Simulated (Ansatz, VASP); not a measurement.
**HfS2 in two plane-wave programs**

Wanted: the spread between two codes on one cell, functional and k mesh. The structure shown is the start of the Ansatz relaxation below; VASP solves that cell, so the two are compared at the walk's first step.

Method: plane waves, with VASP 6.6.1 beside it; single point at PBE, in Ansatz 0.2.0.

## (1) The structure

The cell holds 3 atoms: 1 Hf and 2 S. Its edges and angles: a = 3.536 Å, b = 3.536 Å, c = 29.703 Å, α = 90.0°, β = 90.0°, γ = 120.0°. Vacuum lies along c. The height across the vacuum is the one that the program set for its solve, not the one typed.

## (2) Ansatz: relaxation, PBE

Ansatz runs on its default PAW (the set named soft_2) files.

The two programs are compared at the cell with which this relaxation starts, whose forces are those of its first step.

File input.yaml:

```yaml
crystal:
  lattice:
    - [3.53649189, 0.0, 0.0]
    - [-1.76824595, 3.06269182, 0.0]
    - [0.0, 0.0, 18.8475]
  atoms:
    - { symbol: Hf, position: [0.0, 0.0, 0.5] }
    - { symbol: S, position: [0.33333333, 0.66666667, 0.42170327] }
    - { symbol: S, position: [0.66666667, 0.33333333, 0.57829673] }
  periodic: [true, true, false]
kpoints:
  mp_grid: { grid: [9, 9, 1] }
scf:
  occupations: { method: fermi_dirac, width: 0.05 }
hamiltonian:
  xc: pbe
  pseudopotentials: { kind: paw }
output:
  forces: true
  stress: true
relax:
  f_tol: 0.02
  max_steps: 50
  cell: {}
```

Launch:

```console
ansatz run input.yaml --threads 4 --pin off --max-ram 8192MiB --backend cpu --events-out ev --progress --plain --runs-dir out
```

Numbers of over 12 decimals in the logs are rounded to 6 here.

The program printed:

```text
Warning: crystal.periodic: the lattice vector that does not repeat stood 0.000° off the slab's normal, 18.848 Å along it as the deck builds it. The run solves the slab on a vector along the normal, 29.703 Å long, with every atom where it was (on the deck's vector they left 15.90 Å outside them, and the widest stretch free of ions among them is 1.48 Å). A fractional position that the run reports is one of the run's ce [...]
crystal.periodic: the lattice vector that does not repeat stood 0.000° off the slab's normal, 18.848 Å along it as the deck builds it. The run solves the slab on a vector along the normal, 29.703 Å long, with every atom where it was (on the deck's vector they left 15.90 Å outside them, and the widest stretch free of ions among them is 1.48 Å). A fractional position that the run reports is one of the run's cell, which [...]
Engine: ansatz 0.2.0, x86_64-unknown-linux-gnu
Pseudopotentials: kind: paw
Pseudopotential: Hf, paw, valence charge 26, recommended cutoff 420 eV (normal), Hf.paw.azcp
Pseudopotential: S, paw, valence charge 6, recommended cutoff 420 eV (normal), S.paw.azcp
Functional definition: PBE
  parameter kappa = 0.804
  parameter beta = 0.066725
  exchange = pbe_x(kappa = kappa, mu = beta*pi^2/3)
  correlation = pbe_c(beta = beta)
Crystal: 3 atoms, lattice volume = 321.716 Å³
Basis set: ecut = 420 eV, 6249 PW (Γ), exchange–correlation on 48×48×400 points (8 copies of the dense FFT grid, shifted against one another)
Bands: 23, of which v1, the nominal top of the filled ones, is band 19 counted from 1 (18 counted from 0)
Symmetry: 12 space group operations
Space group: P-3m1 (ITA 164), of the structure as read, at distance tolerance 6.9e-5 Å
k-points: 12 of 81
Non-local potential: Hf, projectors of the file, l = 0: 3, l = 1: 2, l = 2: 2, l = 3: 3
Non-local potential: S, projectors of the file, l = 0: 2, l = 1: 2, l = 2: 2
PAW form: soft (Blöchl's): semilocal exchange-correlation on the pseudo side does not see the compensation charge
PAW one-centre angular grid: Hf, 590 points (default); XC on 64 Gauss nodes
PAW one-centre angular grid: S, 110 points (default); XC on 64 Gauss nodes
Initial density: superposition of atomic densities (neutral atoms: chi_scale 0, normalization atom), corrected by the library's trained network
Initial wavefunctions: pseudopotential atomic-orbital guess
Functional: x = pbe(κ = 0.804, μ = 0.219515), c = pbe(β = 0.066725)
SCF iter   1: F=—  HF=-17530.125711 eV  |F-HF|=—  |Δ(HF+E_count)|=         —  Δρ=7.14e-4  dr2=3.29e-3  ethr=1.77e-3  ⟨swp⟩=12.9  Hψ=2066  notcnv=0
preconditioner: auto → Resta (q_TF=auto, 1.911 Å⁻¹)  ε∞=1.9  [insulator: Δε(μ)=0.970 eV  Ē_g=11.766 eV  σ=0.050 eV  W_gap=1.00  n_scr=18 (ndim 8)  ℏωp=11.3 eV  f_vac=0.781  D(μ)=0.00/eV (n_scr^D=0)  ε∞_Penn≈1.9  vacuum switching on, ρ_ref=1.0e-2 e/Å³]
[...]
SCF iter   4: F=—  HF=-17530.126271 eV  |F-HF|=—  |Δ(HF+E_count)|=   2.22e-4  Δρ=9.21e-5  dr2=2.27e-5  ethr=3.52e-7  ⟨swp⟩=3.4  Hψ=547  notcnv=0
SCF iter   5: F=—  HF=-17530.126262 eV  |F-HF|=—  |Δ(HF+E_count)|=   8.81e-6  Δρ=2.28e-5  dr2=2.11e-6  ethr=5.96e-8  ⟨swp⟩=3.4  Hψ=657  notcnv=0
SCF iter   6: F=—  HF=-17530.126269 eV  |F-HF|=—  |Δ(HF+E_count)|=   7.16e-6  Δρ=8.97e-6  dr2=1.89e-7  ethr=5.54e-9  ⟨swp⟩=3.1  Hψ=575  notcnv=0
SCF iter   7: F=-17530.126270 eV  HF=-17530.126270 eV  |F-HF|=7.24e-9  |Δ(HF+E_count)|=   1.65e-7  Δρ=2.86e-6  dr2=2.44e-8  ethr=2.63e-10  ⟨swp⟩=7.1  Hψ=1435  notcnv=0
SCF 1 converged in 7 iterations: F = -17530.126270 eV  dr2 = 2.44e-8
  greatest PAW one-centre occupation: 0.999 electrons in one spin orbital (limit 2), on the Hf atom at site 0 (counted from 0), in its partial waves of l = 0
relax step   1: F+E_penalty+E_count = -17530.12626959 eV  Δ(F+E_penalty+E_count) = +0.000e0 eV  max|allowed force component| = 2.822e-1 eV/Å  Δτ_max = 0.0000 Å  P = +4.061 N/m  Ω = 321.716 Å³  fix = [c, alpha, beta]  reactions: c +0.000 N/m  (7 SCF iters, dr2 threshold 1.00e-7 eV, accepted)
[...]
relax step   2: F+E_penalty+E_count = -17530.20415748 eV  Δ(F+E_penalty+E_count) = -7.789e-2 eV  max|allowed force component| = 2.059e-2 eV/Å  Δτ_max = 0.0295 Å  P = -0.161 N/m  Ω = 343.851 Å³  energy of the carried Pulay correction = -6.550e-4 eV  fix = [c, alpha, beta]  reactions: c -0.000 N/m  (7 SCF iters, dr2 threshold 3.00e-7 eV, accepted)
[...]
relax step   3: F+E_penalty+E_count = -17530.20430049 eV  Δ(F+E_penalty+E_count) = -1.430e-4 eV  max|allowed force component| = 9.629e-3 eV/Å  Δτ_max = 0.0010 Å  P = +0.001 N/m  Ω = 343.178 Å³  energy of the carried Pulay correction = -6.358e-4 eV  fix = [c, alpha, beta]  reactions: c +0.000 N/m  (6 SCF iters, dr2 threshold 3.84e-8 eV, accepted)
[...]
relax step   4: F+E_penalty+E_count = -17530.20499276 eV  Δ(F+E_penalty+E_count) = -6.923e-4 eV  max|allowed force component| = 9.187e-3 eV/Å  Δτ_max = 0.0000 Å  P = +0.004 N/m  Ω = 343.178 Å³  fix = [c, alpha, beta]  reactions: c +0.000 N/m  stress off target by 3.67e-3 N/m on what of the cell is left free  SCF on the basis re-selected at this cell (its energy is not comparable with the rows above)  (7 SCF iters)
basis re-selected at this cell: Δ(F+E_penalty+E_count) = -6.923e-4 eV, ΔP = +0.003 N/m vs the last step (what re-selecting the basis moved, of the pressure what is left beyond the Pulay correction that the steps carried, after the strain that the cell walked since its last selection, with what the two solves' SCF thresholds leave and, on support functions, any second-order correction that the steps lacked; it is no measure of the basis error at this ecutwfc). The dense FFT grid was sized anew with the basis: this SCF ran on 25×25×200 points, the steps before it on 24×24×200, so part of this shift can come from that change (see relax.cell in the input reference). [rest of the remark cut]
SCF converged after 7 iterations
Free energy (F): -17530.204993 eV
Harris-Foulkes:  -17530.204993 eV  (|F-HF|=1.19e-9)
Internal energy: -17530.204993 eV  (E = F + TS)
E sigma→0 (E₀):  -17530.204993 eV
Entropy (-TS):   -0.000000 eV (-0.000 meV/atom)
Fermi energy:    -5.770263 eV
--- Per-component energies (eV) ---
  E_band       = -791.500757
  E_kinetic    = 633.029812
  E_local      = -77973.943617  (includes V_loc(G=0)·N_el)
  E_nonlocal   = -1187.009189
  E_hartree    = 38380.427613
  E_xc         = -493.559769
  E_vxc        = -440.036636  (∫ρ·V_xc dr)
  E_paw        = -8127.196912  (= ΣΔE_a)
  E_vpaw       = 1415.603849  (= ΣTr[D̂ρ^β])
  E_aug_tail   = 0.000002  (compensation charges beyond the density's cutoff)
  E_ewald      = 31238.047068
  E_smearing   = -0.000000  (= −TS)
  E_closure    = 0.000000  (closes the sum)
  Σ components = -17530.204993   (vs F -17530.204993, Δ=0.00e0)
--- Forces (eV/Å), atoms counted from 1 ---
  atom   1  Hf     0.00000000    -0.00000000     0.00000000
  atom   2  S      0.00000000     0.00000000    -0.00918679
  atom   3  S     -0.00000000    -0.00000000     0.00918679
  max |Σ_I F_I| component: 9.25e-18 eV/Å
--- 2D stress c σ (N/m, compression-positive) ---
        0.003673      -0.000000      -0.000000
       -0.000000       0.003673      -0.000000
       -0.000000      -0.000000       0.000000
  P = ½ c Tr σ = 0.0037 N/m
--- Relaxed structure (3 steps of the walk, 3 accepted, 1 SCFs on fresh bases) ---
  F+E_penalty+E_count = -17530.20499276 eV   max|allowed force component| = 9.187e-3 eV/Å   (the final SCF, on the basis selected at the relaxed cell)
  cell:  # Å, volume = 343.1785 Å³
    - [3.652549, 2.9814861380228175e-9, 0]
    - [-1.826275, 3.163200, 0]
    - [0, 0, 29.702790]
  atoms:
    - { symbol: Hf, position: [0, 0, 0.317268] }
    - { symbol: S, position: [0.333333, 0.666667, 0.268614] }
    - { symbol: S, position: [0.666667, 0.333333, 0.365923] }
```

## (3) VASP: single point, PBE, start cell

The same cell, functional, mesh and smearing now go to VASP, with its own data sets.

Lines of VASP's logs that name or quote its potential files are left out, and so is its time.

File INCAR:

```
SYSTEM = HfS2
PREC = Accurate
ENCUT = 400
EDIFF = 1E-06
NELM = 120
ISMEAR = -1
SIGMA = 0.05
LREAL = .FALSE.
ALGO = Normal
GGA = PE
NBANDS = 17
LASPH = .TRUE.
LORBIT = 11
LWAVE = .FALSE.
LCHARG = .FALSE.
ISIF = 2
LDIPOL = .TRUE.
IDIPOL = 3
DIPOL = 0.5 0.5 0.317
LVHAR = .TRUE.
GGA_COMPAT = .FALSE.
EFERMI = MIDGAP
NELMDL = -8
KPAR = 2
```

File POSCAR:

```
HfS2
1.0
    3.5364920000      0.0000000000      0.0000000000
   -1.7682460000      3.0626920000      0.0000000000
    0.0000000000      0.0000000000     29.7027900000
Hf S
1 2
Direct
    0.0000000000      0.0000000000      0.3172681758
    0.3333333878      0.6666667755      0.2675860416
    0.6666666122      0.3333332245      0.3669503101
```

File KPOINTS:

```
Automatic mesh
0
Gamma
9 9 1
0 0 0
```

Potentials, in the order of the species: Hf_pv and S (PBE family, release 64).

Launch:

```console
mpirun -np 2 vasp_std
```

The program printed:

```text
[banner, memory and clock lines left out]
running    2 mpi-ranks, on    1 nodes
 distrk:  each k-point on    1 cores,    2 groups
 distr:  one band on    1 cores,    1 groups

 POSCAR found type information on POSCAR HfS
 POSCAR found :  2 types and       3 ions
 LDA part: xc-table for (Slater+PW92), standard interpolation
 POSCAR, INCAR and KPOINTS ok, starting setup
 FFT: planning ... GRIDC
 FFT: planning ... GRID_SOFT
 FFT: planning ... GRID
 WAVECAR not read
 entering main loop
       N       E                     dE             d eps       ncg     rms          rms(c)
DAV:   1     0.104822739454E+03    0.10482E+03   -0.83248E+03   512   0.747E+02
DAV:   2    -0.103259655379E+02   -0.11515E+03   -0.11246E+03   535   0.162E+02
DAV:   3    -0.243397714966E+02   -0.14014E+02   -0.13960E+02   565   0.562E+01
DAV:   4    -0.245557391672E+02   -0.21597E+00   -0.21550E+00   573   0.888E+00
DAV:   5    -0.245614302944E+02   -0.56911E-02   -0.56877E-02   592   0.139E+00
DAV:   6    -0.245616917158E+02   -0.26142E-03   -0.26138E-03   616   0.291E-01
DAV:   7    -0.245617023089E+02   -0.10593E-04   -0.10590E-04   592   0.553E-02
DAV:   8    -0.245617028826E+02   -0.57371E-06   -0.57357E-06   568   0.127E-02    0.533E+01
DAV:   9    -0.229720043603E+02    0.15897E+01   -0.44993E+00   490   0.103E+01    0.389E+01
DAV:  10    -0.229842137090E+02   -0.12209E-01   -0.24510E+00   546   0.889E+00    0.926E+00
DAV:  11    -0.228559243746E+02    0.12829E+00   -0.54087E-01   524   0.425E+00    0.273E+00
DAV:  12    -0.228534794784E+02    0.24449E-02   -0.48244E-02   580   0.127E+00    0.418E-01
DAV:  13    -0.228531866080E+02    0.29287E-03   -0.38462E-03   583   0.337E-01    0.378E-01
DAV:  14    -0.228527487916E+02    0.43782E-03   -0.61034E-04   597   0.134E-01    0.196E-01
[...]
DAV:  19    -0.228533038528E+02   -0.35151E-04   -0.50680E-07   499   0.341E-03    0.161E-02
DAV:  20    -0.228533692103E+02   -0.65358E-04   -0.53500E-06   508   0.765E-03    0.905E-03
DAV:  21    -0.228533798352E+02   -0.10625E-04   -0.19411E-07   451   0.196E-03    0.543E-03
DAV:  22    -0.228534041249E+02   -0.24290E-04   -0.12092E-06   408   0.286E-03    0.704E-04
DAV:  23    -0.228534075574E+02   -0.34326E-05   -0.56835E-08   494   0.794E-04    0.199E-04
DAV:  24    -0.228534129693E+02   -0.54118E-05   -0.19062E-07   421   0.104E-03    0.983E-04
DAV:  25    -0.228534140485E+02   -0.10792E-05   -0.16096E-08   470   0.383E-04    0.830E-04
DAV:  26    -0.228534148123E+02   -0.76377E-06   -0.70791E-09   435   0.280E-04
   1 F= -.22853415E+02 E0= -.22853413E+02  d E =-.455479E-05
```

OUTCAR, selected parts (step 3):

```text
ion  position               nearest neighbor table
   1  0.000  0.000  0.317-   2 2.52   2 2.52   3 2.52   3 2.52   2 2.52   3 2.52
   2  0.333  0.667  0.268-   1 2.52   1 2.52   1 2.52
   3  0.667  0.333  0.367-   1 2.52   1 2.52   1 2.52

  LATTYP: Found a hexagonal cell.
 ALAT       =     3.5364920000
 C/A-ratio  =     8.3989416631

 Subroutine GETGRP returns: Found 12 space group operations
 (whereof  6 operations were pure point group operations)

The static configuration has the point symmetry C_3v.
 The point group associated with its full space group is D_3d.

 Found     12 irreducible k-points:

   k-points           NKPTS =     12   k-points in BZ     NKDIM =     12   number of bands    NBANDS=     17

   dimension x,y,z NGX =    24 NGY =   24 NGZ =  196
   dimension x,y,z NGXF=    48 NGYF=   48 NGZF=  392

   ENCUT  =  400.0 eV  29.40 Ry    5.42 a.u.   5.77  5.77 48.44*2*pi/ulx,y,z

   NELECT =      22.0000    total number of electrons

 k-points in reciprocal lattice and weights: Automatic mesh
   0.00000000  0.00000000  0.00000000       0.012
   0.11111111 -0.00000000  0.00000000       0.074
   0.22222222 -0.00000000  0.00000000       0.074
   0.33333333  0.00000000  0.00000000       0.074
   0.44444444 -0.00000000  0.00000000       0.074
   0.11111111  0.11111111  0.00000000       0.074
   0.22222222  0.11111111  0.00000000       0.148
   0.33333333  0.11111111  0.00000000       0.148
   0.44444444  0.11111111  0.00000000       0.074
   0.22222222  0.22222222  0.00000000       0.074
   0.33333333  0.22222222  0.00000000       0.148
   0.33333333  0.33333333  0.00000000       0.025

 dipolmoment           0.000000      0.000000      0.000002 electrons x Angstroem

 average (electrostatic) potential at core
       1 -46.5505       2 -94.7221       3 -94.7221

 E-fermi :  -3.7306

 k-point     1 :       0.0000    0.0000    0.0000
  band No.  band energies     occupation
    ...
      7      -6.8414      2.00000
      8      -6.8414      2.00000
      9      -5.3901      2.00000
     10      -4.2001      1.99983
     11      -4.2001      1.99983
     12      -2.1645      0.00000
     13      -2.1645      0.00000
     14      -1.6096      0.00000
     15       1.1143      0.00000
     16       1.4825      0.00000
    ...

 k-point     2 :       0.1111   -0.0000    0.0000
  band No.  band energies     occupation
    ...
      7      -7.2123      2.00000
      8      -6.7688      2.00000
      9      -5.1000      2.00000
     10      -5.0704      2.00000
     11      -4.5526      2.00000
     12      -2.2068      0.00000
     13      -1.7186      0.00000
     14      -1.3203      0.00000
     15       0.8765      0.00000
     16       1.4321      0.00000
    ...

 k-point     3 :       0.2222   -0.0000    0.0000
  band No.  band energies     occupation
    ...
      7      -7.6459      2.00000
      8      -6.6391      2.00000
      9      -6.5517      2.00000
     10      -5.0527      2.00000
     11      -4.9183      2.00000
     12      -2.6100      0.00000
     13      -0.9704      0.00000
     14      -0.7636      0.00000
     15       0.7532      0.00000
     16       1.5020      0.00000
    ...

  Total        2.5090684      2.5090685      0.6196305      0.0000000      0.0000000      0.0000000
  in kB       12.4953905     12.4953912      3.0858165      0.0000000      0.0000000      0.0000000
  external PRESSURE =       9.3588661 kB  Pullay stress =       0.0000000 kB

  energy-cutoff  :      400.00
  volume of cell :      321.72
      direct lattice vectors                 reciprocal lattice vectors
     3.536492000  0.000000000  0.000000000     0.282766086  0.163255071  0.000000000
    -1.768246000  3.062692000  0.000000000     0.000000000  0.326510142  0.000000000
     0.000000000  0.000000000 29.702790000     0.000000000  0.000000000  0.033666871

 POSITION                                       TOTAL-FORCE (eV/Angst)
 -----------------------------------------------------------------------------------
      0.00000      0.00000      9.42375         0.000000      0.000000     -0.000000
      0.00000      2.04179      7.94805        -0.000000      0.000000     -0.218972
      1.76825      1.02090     10.89945         0.000000     -0.000000      0.218972
 -----------------------------------------------------------------------------------
    total drift:                               -0.000000     -0.000000     -0.000007

  FREE ENERGIE OF THE ION-ELECTRON SYSTEM (eV)
  ---------------------------------------------------
  free  energy   TOTEN  =       -22.8534148123 eV

  energy  without entropy=      -22.8534102575  energy(sigma->0) =      -22.85341253

 vacuum level on the upper side and lower side of the slab         1.959         1.959

 total charge
# of ion       s       p       d       tot
------------------------------------------
    1        0.319   6.565   1.490   8.374
    2        1.344   2.438   0.000   3.782
    3        1.344   2.438   0.000   3.782
--------------------------------------------------
tot          3.007  11.441   1.490  15.938

[... 3 further parts left out ...]
```

Harder data sets than Hf_pv exist (the GW ones), and pressures, volumes and forces can shift noticeably with them.

## (4) Comparison

Known differences besides the potentials themselves: Ansatz cuts the interaction across the vacuum, VASP repeats the sheet with a dipole correction; the data sets hold 38 valence electrons in Ansatz (on its default PAW (the set named soft_2) files) and 22 in VASP; the cutoff is 420 eV in Ansatz and 400 eV in VASP. Total energies have different zeros and are not compared.

Forces (eV/Å; atoms numbered as in POSCAR):

| atom | Ansatz x, y, z | VASP x, y, z |
| --- | --- | --- |
| Hf1 | 0.000, 0.000, 0.000 | 0.000, 0.000, 0.000 |
| S2 | 0.000, 0.000, -0.282 | 0.000, 0.000, -0.219 |
| S3 | 0.000, 0.000, 0.282 | 0.000, 0.000, 0.219 |

The forces differ by 30 meV/Å r.m.s., which is 28.9 % of the r.m.s. force of 0.103 eV/Å (both taken over all components). With vacuum in the cell, a pressure given here is an average over mostly empty space and none of the material.

## (5) Results

| Property | Result |
| --- | --- |
| r.m.s. force difference (single point, PBE, start cell) | 30 meV/Å |

What this shows: The r.m.s. force difference is 30 meV/Å (single point, PBE, start cell), beyond the 12 meV/Å picked in this series as the mark of a large difference. The data sets hold unlike numbers of valence electrons (38 in Ansatz and 22 in VASP), so part of the differences comes from the potentials. What causes the difference of the single point, PBE, start cell pair stays open here. 1 further run of this series is not shown here. Such differences can come from data sets, numerical settings and the points named under the comparisons, not from the functional's error against experiment.

[Lines on the potential files, build, host, timing and source positions are cut from VASP's logs without a mark.]

[Logs are printed without paths, hosts, clocks, repeated set-up lines and the standing remarks that a program may print on its own settings, such as how far it seeks lower states.]

[Hosts, paths, dates, database ids (printed as entryN), source tags and the programs' standing remarks are cut or masked in the printed files.]
